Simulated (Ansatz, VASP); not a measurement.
**Two plane-wave programs on MgS**

INCAR

```
PREC     = Accurate       # precision mode
ENCUT    = 520            # plane-wave cutoff, eV
EDIFF    = 1E-7           # SCF threshold, eV
ISMEAR   = 0              # smearing method
SIGMA    = 0.02           # smearing width, eV
LREAL    = False          # projectors in reciprocal space
LASPH    = True           # aspherical terms in the spheres
NELM     = 100            # most SCF steps
ALGO     = Normal         # electronic algorithm
ISIF     = 2              # what is computed and relaxed
LWAVE    = False          # write WAVECAR
LCHARG   = False          # write CHGCAR
GGA      = PS             # functional
NBANDS   = 16             # bands
```

Contents of KPOINTS:

```
Automatic mesh
0
Gamma
  6 6 6
```

POSCAR

```
MgS
1.0
    2.5909736081      2.5909736081      0.0000000000
   -2.5909736081      2.5909736081      0.0000000000
    0.0000000000      0.0000000000      5.1819472163
Mg S
2 2
Direct
    0.0000000000      0.0000000000      0.0000000000
    0.5000000000      0.5000000000      0.5000000000
    0.5000000000      0.5000000000      0.0000000000
    0.0000000000      0.0000000000      0.5000000000
```

Input for Ansatz:

```yaml
crystal:
  lattice:
    - [2.5909736081, 2.5909736081, 0.0]
    - [-2.5909736081, 2.5909736081, 0.0]
    - [0.0, 0.0, 5.1819472163]
  atoms:
    - { symbol: Mg, position: [0.0, 0.0, 0.0] }
    - { symbol: Mg, position: [0.5, 0.5, 0.5] }
    - { symbol: S, position: [0.5, 0.5, 0.0] }
    - { symbol: S, position: [0.0, 0.0, 0.5] }
basis:
  ecutwfc: 420
kpoints:
  mp_grid: { grid: [6, 6, 6] }
hamiltonian:
  xc: pbesol
scf:
  occupations: { method: gaussian, width: 0.02 }
output:
  forces: true
  stress: true
  eigenvalues: true
```

Alike in both runs: task single point; functional PBEsol; k mesh 6 × 6 × 6; occupations gaussian, width 0.02 eV; no spin polarisation.

|  | VASP | Ansatz |
| --- | --- | --- |
| version | VASP 6.6.1 | Ansatz 0.2.0 |
| potentials or method | VASP PAW PBE potentials, release 64 (Mg, S) | scalar-relativistic, plane waves, PAW |
| plane-wave cutoff (eV) | 520 | 420 |
| valence electrons in the cell | 16 | 32 |

VASP gave:

| Quantity | Value |
| --- | --- |
| gap on the k mesh at the Fermi level (eV) | 2.73 |
| least direct gap on the mesh (eV) | 2.73 |
| pressure (GPa) | -0.2 |

Problem. Which values does Ansatz return?

Solution. gap on the k mesh at the Fermi level (eV): 2.73; least direct gap on the mesh (eV): 2.73; pressure (GPa): 0.0.

The two sets of potentials don't hold the same shells in valence.

Caveats: the PAW data sets were made with another functional, which shifts forces and pressure a little (VASP). A k mesh can miss the band edges.
